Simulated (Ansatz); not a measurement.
SiO2: how the free axis answers a strain

SiO2, I-42d, a = 4.929 Å, c = 7.289 Å. This isn't the usual stable structure of the compound. Ansatz: LDA, PAW, 420 eV, Γ-centred 6×6×4 mesh on 12 atoms, Gaussian smearing 0.02 eV; no spin polarisation. Series: uniaxial strain along c, with a, b and atoms relaxed; x is the strain in per cent. y is the change of a in per cent of 4.929 Å.

| x (%) | y (%) |
| --- | --- |
| -4.5 | ? |
| -3.0 | 0.86 |
| -1.5 | 0.43 |
| 0.0 | 0.00 |
| 1.5 | -0.54 |
| 3.0 | -1.08 |
| 4.5 | -1.68 |

Fit y = c1 x + c2 x² to the other rows, say what c1 measures, and predict the missing y.

Least squares on the rows shown. y = −0.3216 x − 0.01192 x². So −c1 = 0.322 is Poisson's ratio for this pair of axes. At x = -4.5 the fit asked for gives 1.21 %. The run gave 1.29 %, so the fit is 0.08 % too low, 2.7 % of the span of the series, against an rms of 0.02 % on the fitted rows. The row lies outside the fitted range. With a term in x³ added, a fit to the same known rows predicts 1.16 %, further off still.